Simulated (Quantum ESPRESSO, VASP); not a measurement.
This is a calculation of AlFe for VASP 6.6.1. Atoms were shifted at random by some hundredths of an Å from the given cell, which wasn't relaxed again for these runs. 

INCAR

```
PREC     = Accurate       # precision mode
ENCUT    = 520            # plane-wave cutoff, eV
EDIFF    = 1E-7           # SCF threshold, eV
ISMEAR   = -1             # smearing method
SIGMA    = 0.05           # smearing width, eV
LREAL    = False          # projectors in reciprocal space
LASPH    = True           # aspherical terms in the spheres
NELM     = 120            # most SCF steps
ALGO     = Normal         # electronic algorithm
ISIF     = 2              # what is computed and relaxed
LWAVE    = False          # write WAVECAR
LCHARG   = True           # write CHGCAR
ISPIN    = 2              # spin polarisation
MAGMOM   = 3 0            # initial moments
LORBIT   = 11             # projections on sites
LMAXMIX  = 4              # l up to which the mixer works
GGA      = PE             # functional
LELF     = True           # ELF
LVHAR    = True         
NBANDS   = 16             # bands
```

KPOINTS

```
Automatic mesh
0
Gamma
  9 9 9
```

POSCAR

```
AlFe
1.0
    2.9100000000      0.0000000000      0.0000000000
    0.0000000000      2.9100000000      0.0000000000
    0.0000000000      0.0000000000      2.9100000000
Fe Al
1 1
Direct
    0.5155890000      0.5065740000      0.4759670000
    0.0170700000      0.0156410000     -0.0109370000
```

Potentials or basis: VASP PAW PBE potentials, release 64 (Fe, Al).

The run is started by

```bash
$ cat potpaw_PBE.64/Fe/POTCAR potpaw_PBE.64/Al/POTCAR > POTCAR
$ mpirun -np 1 vasp_std > vasp.out
```

Problem. Set up the same calculation for Quantum ESPRESSO 7.5. Potentials or basis there: SSSP 1.3 efficiency PBE, cutoff 871 eV.

Solution. As run (cutoffs and basis follow the program's own potentials, and thresholds, step limits or extra output files can differ):

File pw.in:

```
&CONTROL
  calculation = 'scf'
  prefix = 'pwscf'
  outdir = './tmp'
  pseudo_dir = './pseudo'
  tprnfor = .true.
  tstress = .true.
  disk_io = 'nowf'
/
&SYSTEM
  ibrav = 0
  nat = 2
  ntyp = 2
  ecutwfc = 64
  ecutrho = 782
  nbnd = 19
  occupations = 'smearing'
  smearing = 'fd'
  degauss = 0.00367493
  nspin = 2
  starting_magnetization(1) = 0.1875
  starting_magnetization(2) = 0
/
&ELECTRONS
  conv_thr = 4d-10
  electron_maxstep = 120
  mixing_beta = 0.3
/
ATOMIC_SPECIES
Fe    55.8450 Fe.pbe-spn-kjpaw_psl.0.2.1.UPF
Al    26.9815 Al.pbe-n-kjpaw_psl.1.0.0.UPF
CELL_PARAMETERS angstrom
   2.9100000000    0.0000000000    0.0000000000
   0.0000000000    2.9100000000    0.0000000000
   0.0000000000    0.0000000000    2.9100000000
ATOMIC_POSITIONS crystal
Fe     0.5155890000    0.5065740000    0.4759670000
Al     0.0170700000    0.0156410000   -0.0109370000
K_POINTS automatic
9 9 9 0 0 0
```

Potentials or basis: SSSP 1.3 efficiency PBE.

Launch:

```console
$ OMP_NUM_THREADS=1 pw.x -in pw.in > pw.out
```

Both were run:

|  | VASP | Quantum ESPRESSO |
| --- | --- | --- |
| Pressure | -6.0 GPa | -6.9 GPa |
| Largest force | 0.328 eV/Å | 0.331 eV/Å |
| Net moment | 0.65 μB per cell | 0.66 μB per cell |
| Valence electrons inside the program's atomic spheres | Fe 7.34; Al 0.82 | Fe 14.52; Al 1.24 |

The potentials hold 11 and 19 valence electrons a cell.

The magnetic state is the one that the start led to; the real crystal's order can differ.

Pressure is positive in compression.
